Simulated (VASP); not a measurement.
Crystal: KBr.

```
CELL_PARAMETERS angstrom
0.00000 3.30000 3.30000
3.30000 0.00000 3.30000
3.30000 3.30000 0.00000
ATOMIC_POSITIONS crystal
Br 0.50000 0.50000 0.50000
K 0.00000 0.00000 0.00000
```

Base run:

| Property | Result |
| --- | --- |
| Program | VASP 6.6.1 |
| Functional | HSE(alpha, omega) |
| Potentials or basis | VASP PAW PBE potentials, release 64 (Br, K_sv) |
| Cutoff | 520 eV |
| k mesh | 4 × 4 × 4 |
| Occupations | fermi-dirac, width 0.05 eV |
| Spin | no spin polarisation |

Its results: band gap on the k mesh 5.77 eV, direct; pressure 0.5 GPa.

Question: After a change of settings the same cell gave: band gap on the k mesh 4.91 eV, direct; pressure 0.5 GPa. Which change was it?
A. screening parameter from 0.15 to 0.4
B. screening parameter from 0.15 to 0.3
C. screening parameter from 0.15 to 0.2
D. screening parameter from 0.15 to 0.6

Answer: D.

Caveats: the PAW data sets were made with another functional, which shifts forces and pressure a little.
